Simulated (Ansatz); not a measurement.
## Cu₂O

Method: PBEsol, scalar-relativistic; no spin polarisation; PAW, 420 eV, 8×8×8 k-mesh; code Ansatz. The datasets are Ansatz's generated set soft_2.

```
Cu O
1.0
     4.22224    0.00000    0.00000
     0.00000    4.22224    0.00000
     0.00000    0.00000    4.22224
Cu O
4 2
Direct
  0.25000 0.25000 0.25000
  0.25000 0.75000 0.75000
  0.75000 0.75000 0.25000
  0.75000 0.25000 0.75000
  0.00000 0.00000 0.00000
  0.50000 0.50000 0.50000
```

The chain of runs began from a cell as deposited in COD, expanded in volume. Of that entry: the entry's cell lengths or inner coordinates differ somewhat from later room-temperature determinations.

Q: What is the static dielectric tensor, the lattice's part included?

A: 10.67 (isotropic)

Q: List the optical modes at the zone centre without the LO–TO term, with degeneracy and infrared intensity.

A: 
| ω (cm⁻¹) | degeneracy | IR intensity ((D/Å)²/u) |
| --- | --- | --- |
| 68 | 3 | 0.00 |
| 84 | 2 | 0.00 |
| 146 | 3 | 0.70 |
| 359 | 1 | 0.00 |
| 532 | 3 | 0.00 |
| 652 | 3 | 27.59 |

Q: Where do the optical modes lie for q → 0 along (0.00, 0.00, 1.00), with the long-range field?

A: 68 (×3), 84 (×2), 146 (×2), 149, 359, 532 (×3), 652 (×2), 672 cm⁻¹.

Q: Where do the optical modes lie for q → 0 along (0.00, 1.00, 0.00), with the long-range field?

A: 68 (×3), 84 (×2), 146 (×2), 149, 359, 532 (×3), 652 (×2), 672 cm⁻¹.

Q: Sketch the imaginary part of the dielectric function for independent particles (no excitons, no local fields), averaged over directions.

A: On a grid of 0.25 eV up to 12 eV it peaks at 3.00 eV with ε2 = 15.9; the gap on the mesh is 0.56 eV, and the smallest direct one, where absorption can begin, 0.56 eV.
(ħω (eV), ε2): (0.00, 0.00), (0.50, 0.00), (1.00, 0.34), (1.50, 3.55), (2.00, 3.85), (2.50, 7.19), (3.00, 15.93), (3.50, 10.91), (4.00, 13.20), (4.50, 7.83), (5.00, 4.33), (5.50, 3.82), (6.00, 3.45), (6.50, 2.73), (7.00, 2.54), (7.50, 3.07), (8.00, 3.93), (8.50, 2.74), (9.00, 2.36), (9.50, 2.01), (10.00, 2.32), (10.50, 1.74), (11.00, 2.25), (11.50, 2.00), (12.00, 1.60)

An ε∞ of 9.75 means a refractive index of √ε∞ = 3.12 below the gap, far above the lattice modes.

The lattice adds 0.92 to the mean dielectric constant. Each mode adds in proportion to its infrared intensity over ω², so the one at 652 cm⁻¹ gives the most, 66 % of it.

The mean Born charge of Cu is 0.83 against a formal +1. It lies under the formal charge, so the ion carries less than its nominal charge along; the mean hides how much this differs by direction.

Semilocal functionals make the gap too small and so ε∞ somewhat too large. The program warned that the mesh may be too coarse for the response to a field.
